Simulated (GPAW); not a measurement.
# Zn (P6_3/mmc) in GPAW: convergence with k mesh

Aim: find how far k mesh must go before the results for Zn settle, at PBE. This setting moves, with any that are tied to it; all else stays.

All numbers are computed with GPAW 26.7.0; they aren't measurements. Logs are shortened: lines on timing, memory, paths and dates and some standing lists are left out, and cuts for length are marked. The log counts tension as positive stress, the text compression.

**1. The crystal as given**

Symmetry: P6_3/mmc, No. 194, hexagonal system. The conventional cell has a = 2.670 Å, b = 2.670 Å, c = 4.966 Å, α = 90.00°, β = 90.00°, γ = 120.00°. Zn (site symmetry -6m2) is surrounded by 12 Zn at 2.67 to 2.92 Å.

**2. With k mesh 3 × 3 × 2**

Input file run.py:

```python
from ase import Atoms
from ase.dft.bandgap import bandgap
from ase.io import write
from ase.units import GPa
from gpaw import GPAW, PW

atoms = Atoms(['Zn', 'Zn'],
              cell=[[2.67, 0.0, 0.0],
                    [-1.335, 2.3122878281, 0.0],
                    [0.0, 0.0, 4.966]],
              scaled_positions=[[0.6666666667, 0.3333333333, 0.75],
                                [0.3333333333, 0.6666666667, 0.25]],
              pbc=True)

calc = GPAW(mode=PW(600),
            xc='PBE',
            kpts={'size': (3, 3, 2), 'gamma': True},
            occupations={'name': 'fermi-dirac', 'width': 0.05},
            nbands=21,
            convergence={'density': 1e-05, 'energy': 1e-05},
            maxiter=100,
            txt='gpaw.txt')
atoms.calc = calc
energy = atoms.get_potential_energy()
forces = atoms.get_forces()
stress = atoms.get_stress()
calc.write('gs.gpw')
write('result.traj', atoms)
print(f'Energy: {energy:.6f} eV')
print('Forces (eV/A):')
print(forces.round(4))
print('Stress (GPa):', (stress / GPa).round(3))
print('Fermi level:', round(calc.get_fermi_level(), 4), 'eV')
print(f'Gap: {bandgap(calc)[0]:.4f} eV, direct: {bandgap(calc, direct=True)[0]:.4f} eV')
```

Potentials or basis: GPAW PAW data sets (gpaw-data 1.2.1), pw.

Launch:

```console
$ OMP_NUM_THREADS=1 python run.py
```

It took 6.4 s on 1 thread of Arm Neoverse N1, shared host; peak memory 0.13 GiB.

Results:

```yaml
Free_energy: -1.6520 eV
Pressure: 6.1 GPa
Band_gap_on_the_k_mesh: none (metal or under the smearing width)
```

**3. With k mesh 4 × 4 × 2**

Changes to run.py since step 2:

```diff
@@ -16,3 +16,3 @@
             xc='PBE',
-            kpts={'size': (3, 3, 2), 'gamma': True},
+            kpts={'size': (4, 4, 2), 'gamma': True},
             occupations={'name': 'fermi-dirac', 'width': 0.05},
```

Potentials or basis: GPAW PAW data sets (gpaw-data 1.2.1), pw.

Launch:

```console
$ OMP_NUM_THREADS=1 python run.py
```

Wall time 7.3 s (1 thread of Arm Neoverse N1, shared host); peak memory 0.13 GiB.

Results:

```
Free energy            : -2.6633 eV
Pressure               : -2.8 GPa
Band gap on the k mesh : none (metal or under the smearing width)
```

**4. With k mesh 5 × 5 × 3**

Changes to run.py since step 3:

```diff
@@ -16,3 +16,3 @@
             xc='PBE',
-            kpts={'size': (4, 4, 2), 'gamma': True},
+            kpts={'size': (5, 5, 3), 'gamma': True},
             occupations={'name': 'fermi-dirac', 'width': 0.05},
```

Launch:

```console
$ OMP_NUM_THREADS=1 python run.py
```

Wall time 10 s (1 thread of Arm Neoverse N1, shared host); peak memory 0.14 GiB.

Results:

| Property | Result |
| --- | --- |
| Free energy | -2.3728 eV |
| Pressure | -0.4 GPa |
| Band gap on the k mesh | none (metal or under the smearing width) |

**5. With k mesh 6 × 6 × 3**

Changes to run.py since step 4:

```diff
@@ -16,3 +16,3 @@
             xc='PBE',
-            kpts={'size': (5, 5, 3), 'gamma': True},
+            kpts={'size': (6, 6, 3), 'gamma': True},
             occupations={'name': 'fermi-dirac', 'width': 0.05},
```

Launch:

```console
$ OMP_NUM_THREADS=1 python run.py
```

Run time: 12 s. Hardware: 1 thread of Arm Neoverse N1, shared host; peak memory 0.14 GiB.

The run converged. Its results:

```
Free energy            : -2.3654 eV
Pressure               : -0.9 GPa
Band gap on the k mesh : none (metal or under the smearing width)
```

**6. With k mesh 7 × 7 × 4**

Changes to run.py since step 5:

```diff
@@ -16,3 +16,3 @@
             xc='PBE',
-            kpts={'size': (6, 6, 3), 'gamma': True},
+            kpts={'size': (7, 7, 4), 'gamma': True},
             occupations={'name': 'fermi-dirac', 'width': 0.05},
```

Potentials or basis: GPAW PAW data sets (gpaw-data 1.2.1), pw.

Launch:

```console
$ OMP_NUM_THREADS=1 python run.py
```

Run time: 20 s. Hardware: 1 thread of Arm Neoverse N1, shared host; peak memory 0.14 GiB.

The run converged. Its results:

| Quantity | Value |
| --- | --- |
| Free energy | -2.4429 eV |
| Pressure | -1.4 GPa |
| Band gap on the k mesh | none (metal or under the smearing width) |

**7. With k mesh 9 × 9 × 4**

Changes to run.py since step 6:

```diff
@@ -16,3 +16,3 @@
             xc='PBE',
-            kpts={'size': (7, 7, 4), 'gamma': True},
+            kpts={'size': (9, 9, 4), 'gamma': True},
             occupations={'name': 'fermi-dirac', 'width': 0.05},
```

Launch:

```console
$ OMP_NUM_THREADS=1 python run.py
```

Wall time 27 s (1 thread of Arm Neoverse N1, shared host); peak memory 0.15 GiB.

It converged, with:

```yaml
Free_energy: -2.3358 eV
Pressure: -1.1 GPa
Band_gap_on_the_k_mesh: none (metal or under the smearing width)
```

**8. With k mesh 10 × 10 × 5**

Changes to run.py since step 7:

```diff
@@ -16,3 +16,3 @@
             xc='PBE',
-            kpts={'size': (9, 9, 4), 'gamma': True},
+            kpts={'size': (10, 10, 5), 'gamma': True},
             occupations={'name': 'fermi-dirac', 'width': 0.05},
```

Launch:

```console
$ OMP_NUM_THREADS=1 python run.py
```

It took 38 s on 1 thread of Arm Neoverse N1, shared host; peak memory 0.16 GiB.

Results (log left out):

- Free energy: -2.3977 eV
- Pressure: -1.1 GPa
- Band gap on the k mesh: none (metal or under the smearing width)

**9. With k mesh 12 × 12 × 6**

Changes to run.py since step 8:

```diff
@@ -16,3 +16,3 @@
             xc='PBE',
-            kpts={'size': (10, 10, 5), 'gamma': True},
+            kpts={'size': (12, 12, 6), 'gamma': True},
             occupations={'name': 'fermi-dirac', 'width': 0.05},
```

Potentials or basis: GPAW PAW data sets (gpaw-data 1.2.1), pw.

Launch:

```console
$ OMP_NUM_THREADS=1 python run.py
```

It took 63 s on 1 thread of Arm Neoverse N1, shared host; peak memory 0.18 GiB.

The run converged. Its results:

| Property | Result |
| --- | --- |
| Free energy | -2.3680 eV |
| Pressure | -1.0 GPa |
| Band gap on the k mesh | none (metal or under the smearing width) |

**10. With k mesh 15 × 15 × 7**

Changes to run.py since step 9:

```diff
@@ -16,3 +16,3 @@
             xc='PBE',
-            kpts={'size': (12, 12, 6), 'gamma': True},
+            kpts={'size': (15, 15, 7), 'gamma': True},
             occupations={'name': 'fermi-dirac', 'width': 0.05},
```

Potentials or basis: GPAW PAW data sets (gpaw-data 1.2.1), pw.

Launch:

```console
$ OMP_NUM_THREADS=1 python run.py
```

gpaw.txt:

```text
__  _  _
 | _ |_)|_||  |
 |__||  | ||/\| - 26.7.0

Input parameters:
  mode=PW(ecut=600.0),
  convergence={'density': 1e-05, 'energy': 1e-05},
  kpts=MonkhorstPack(size=(15, 15, 7), gamma=True),
  maxiter=100,
  nbands=21,
  occupations=Occupations(name='fermi-dirac', width=0.05),
  xc=XC(name='PBE')

Diagonalizing LCAO Hamiltonian
Converting LCAO to pw mode

          Zn

        Zn

Atoms  # Å, Bohr magnetons
|   | symbol |         x |        y |        z |    initial magnetic moments |
|---|--------|-----------|----------|----------|-----------------------------|
| 0 |     Zn |  1.335000 | 0.770763 | 3.724500 | ( 0.0000,  0.0000,  0.0000) |
| 1 |     Zn | -0.000000 | 1.541525 | 1.241500 | ( 0.0000,  0.0000,  0.0000) |

Unit cell  # Å
| periodic |         x |        y |        z |  lengths |     angles |
|----------|-----------|----------|----------|----------|------------|
|      yes |  2.670000 | 0.000000 | 0.000000 | 2.670000 |  90.000000 |
|      yes | -1.335000 | 2.312288 | 0.000000 | 2.670000 |  90.000000 |
|      yes |  0.000000 | 0.000000 | 4.966000 | 4.966000 | 120.000000 |

Number of symmetries: 12
Symmetry operations  # r_c * U_cc + t_c -> r_c
|    | kind |            matrix            |
|----|------|------------------------------|
|  0 |  σ   |  1, 1, 0,  0,-1, 0,  0, 0, 1 |
|  1 |  S6  |  1, 1, 0, -1, 0, 0,  0, 0,-1 |
|  2 |  E   |  1, 0, 0,  0, 1, 0,  0, 0, 1 |
|  3 |  C2  |  1, 0, 0, -1,-1, 0,  0, 0,-1 |
|  4 |  C2  |  0, 1, 0,  1, 0, 0,  0, 0,-1 |
|  5 |  C3  |  0, 1, 0, -1,-1, 0,  0, 0, 1 |
|  6 |  S6  |  0,-1, 0,  1, 1, 0,  0, 0,-1 |
|  7 |  σ   |  0,-1, 0, -1, 0, 0,  0, 0, 1 |
|  8 |  σ   | -1, 0, 0,  1, 1, 0,  0, 0, 1 |
|  9 |  i   | -1, 0, 0,  0,-1, 0,  0, 0,-1 |
| 10 |  C3  | -1,-1, 0,  1, 0, 0,  0, 0, 1 |
| 11 |  C2  | -1,-1, 0,  0, 1, 0,  0, 0,-1 |

BZ-sampling:
  Number of BZ points: 1575
  Number of IBZ points: 165

  Monkhorst-Pack size: [15, 15, 7]
  Monkhorst-Pack shift: [0, 0, 0]

K-points  # in reciprocal-cell coordinates
|     |                                coordinates |     weight |
|-----|--------------------------------------------|------------|
|   0 | (  0.00000000,   0.00000000,   0.00000000) | 0.00063492 |
|   1 | (  0.00000000,   0.00000000,   0.14285714) | 0.00126984 |
|   2 | (  0.00000000,   0.00000000,   0.28571429) | 0.00126984 |
|   3 | (  0.00000000,   0.00000000,   0.42857143) | 0.00126984 |
|   4 | (  0.06666667,   0.00000000,  -0.42857143) | 0.00380952 |
|   5 | (  0.06666667,   0.00000000,  -0.28571429) | 0.00380952 |
|   6 | (  0.06666667,   0.00000000,  -0.14285714) | 0.00380952 |
|   7 | (  0.06666667,   0.00000000,   0.00000000) | 0.00380952 |
|   8 | (  0.06666667,   0.00000000,   0.14285714) | 0.00380952 |
|   9 | (  0.06666667,   0.00000000,   0.28571429) | 0.00380952 |
| ... |                                            |            |
| 164 | (  0.46666667,   0.46666667,   0.42857143) | 0.00761905 |

Plane wave coefficients: 1052
Cutoff: 600.0 eV

Spin-components: 1 (collinear spins)
Bands:           21
Projectors:      12
Spin-degeneracy: 2
Datatype:        complex128

Parallelization:
  kpt:    1
  domain: 1
  band:   1

Density:
  Valence electrons: 24.0
  Components: 1
  Grid points: [16 16 30]
  Charge: 0.0  # |e|

Potential:
  Grid points: [16 16 30]

species:
  Zn:
    name:    Zinc
    Z:       30.0
    valence: 12
    core:    18
    charge:  0.0  # [|e|]
    compensation charges:
      type: gauss
      rc: 0.37  # [Å]
      lmax: 2
    cutoffs:
      filter: 2.14  # [Å]
      core: 2.28  # [Å]
    projectors
    | kind |    occ | energy [eV] | rcut [Å] |
    |------|--------|-------------|----------|
    |   4s |  2.000 |      -5.977 |    1.286 |
    |   4p |  0.000 |      -1.117 |    1.270 |
    |   3d | 10.000 |     -10.142 |    1.180 |
    |    s |        |      21.234 |    1.286 |
    |    p |        |      26.095 |    1.270 |
    |    d |        |      17.070 |    1.180 |

    Using partial waves for Zn as LCAO basis

Reference energy: -97722.653306  # eV

eigensolver:
  PPCG
  Converge bands: occupied
  niter=2

density mixing:
  MSR1-Mixer
  Pratt-step length: 0.05
  Maximum mixing coefficient: 0.75
  Old densities: 10
  SVD Regularization: 0.005
  Good broyden scale: 1.0
  Trust region scale: 1.0
  Backstep threshold: 4.0
  History deletion threshold: 6.0
  Fourier metric: weight=20.0, sigma=0.015

occupation numbers:
  Fermi-Dirac:
    width: 0.0500  # eV

poisson solver:
  ecut: 4800.0  # eV

xc functional:
  name: PBE with 2 nearest neighbor stencil

convergence criteria:
- Maximum integral of absolute [dens]ity change: 1e-05 electrons / valence electron
- Maximum [total energy] change in last 3 cyles: 1e-05 eV / valence electron
- Maximum integral of absolute [eigenst]ate change: 4e-08 eV^2 / valence electron
maximum number of iterations: 100

SCF iterations
|iter     | |      energy | eigst |  dens |
|---------|-|-------------|-------|-------|
|iter:   1| |   -2.539190 | +0.21 |       |
|iter:   2| |   -2.490257 | -2.69 | -1.40 |
|iter:   3| |   -2.376894 | -1.74 | -1.45 |
|iter:   4| |   -2.382238 | -3.08 | -1.90 |
|iter:   5| |   -2.383480 | -3.11 | -2.26 |
|iter:   6| |   -2.383554 | -4.88 | -3.62 |
|iter:   7| |   -2.383573c| -5.63 | -3.77 |
|iter:   8| |   -2.383573c| -7.21 | -4.43 |
|iter:   9| |   -2.383573c| -7.86c| -4.86 |
|iter:  10| |   -2.383573c| -8.23c| -5.80c|

Converged in 10 steps
Energy contributions relative to reference atoms: (reference = -97722.653306)

Energy contributions:
  Kinetic:          -3.503884
  Coulomb:           6.513957
  Zero:             -0.052335
  External:          0.000000
  Xc:               -5.339715
  Entropy:          -0.003192
  Spinorbit:         0.000000
  ----------------------------
  Free energy:      -2.385170
  Extrapolated:     -2.383573

dipole moment: (-0.000000, -0.000000, -0.000000)  # |e|*Ang

Fermi level: 6.682
Eigenvalues  # (at kpt = [0.000, 0.000, 0.000])
| band index |      eig [eV] | occ [0-2] |
|------------|---------------|-----------|
|          0 |        -3.750 |     2.000 |
|        ... |               |           |
|          5 |        -0.998 |     2.000 |
|          6 |        -0.998 |     2.000 |
|          7 |        -0.674 |     2.000 |
|          8 |        -0.674 |     2.000 |
|          9 |        -0.472 |     2.000 |
|         10 |        -0.472 |     2.000 |
[... 8 lines left out ...]
|         19 |        25.582 |     0.000 |
|         20 |        26.777 |     0.000 |

No gap
No difference between direct/indirect transitions

Forces  # eV/Ang
|        x |        y |        z |
|----------|----------|----------|
|  0.00000 | -0.00000 | -0.00010 |  # Zn   0
| -0.00000 |  0.00000 |  0.00010 |  # Zn   1

Stress tensor  # eV/Ang^3
|         x |         y |         z |
|-----------|-----------|-----------|
|  0.014105 | -0.000000 |  0.000000 |
| -0.000000 |  0.014105 | -0.000000 |
|  0.000000 | -0.000000 | -0.006319 |

# Writing to gs.gpw (mode='')
```

stdout:

```text
Energy: -2.383573 eV
Forces (eV/A):
[[ 0.     -0.     -0.0001]
 [-0.      0.      0.0001]]
Stress (GPa): [ 2.26   2.26  -1.012 -0.     0.    -0.   ]
Fermi level: 6.6821 eV
Gap: 0.0000 eV, direct: 0.0000 eV
```

It took 97 s on 1 thread of Arm Neoverse N1, shared host; peak memory 0.21 GiB.

Results:

```yaml
Free_energy: -2.3852 eV
Pressure: -1.2 GPa
Band_gap_on_the_k_mesh: none (metal or under the smearing width)
```

**11. The series at a glance**

| k mesh | energy less the tightest run, at zero smearing (meV/atom) | pressure (GPa) | SCF cycles | CPU time (s) | peak memory (GiB) |
| --- | --- | --- | --- | --- | --- |
| 3 × 3 × 2 | 371.22 | 6.05 | 10 | 6.4 | 0.13 |
| 4 × 4 × 2 | -137.73 | -2.84 | 9 | 7.3 | 0.13 |
| 5 × 5 × 3 | 6.31 | -0.37 | 10 | 10 | 0.14 |
| 6 × 6 × 3 | 10.88 | -0.90 | 9 | 12 | 0.14 |
| 7 × 7 × 4 | -29.00 | -1.37 | 10 | 20 | 0.14 |
| 9 × 9 × 4 | 27.17 | -1.08 | 10 | 27 | 0.15 |
| 10 × 10 × 5 | -6.46 | -1.12 | 10 | 38 | 0.16 |
| 12 × 12 × 6 | 8.88 | -0.97 | 10 | 63 | 0.18 |
| 15 × 15 × 7 | 0.00 | -1.17 | 10 | 97 | 0.21 |

Not settled before the last step: the energy (to 1 meV/atom), the pressure (to 0.1 GPa). Meshes of other sizes hit other points, so gaps and Fermi surfaces needn't settle smoothly. The tightest run that finished is the yardstick and may itself not be fully converged.
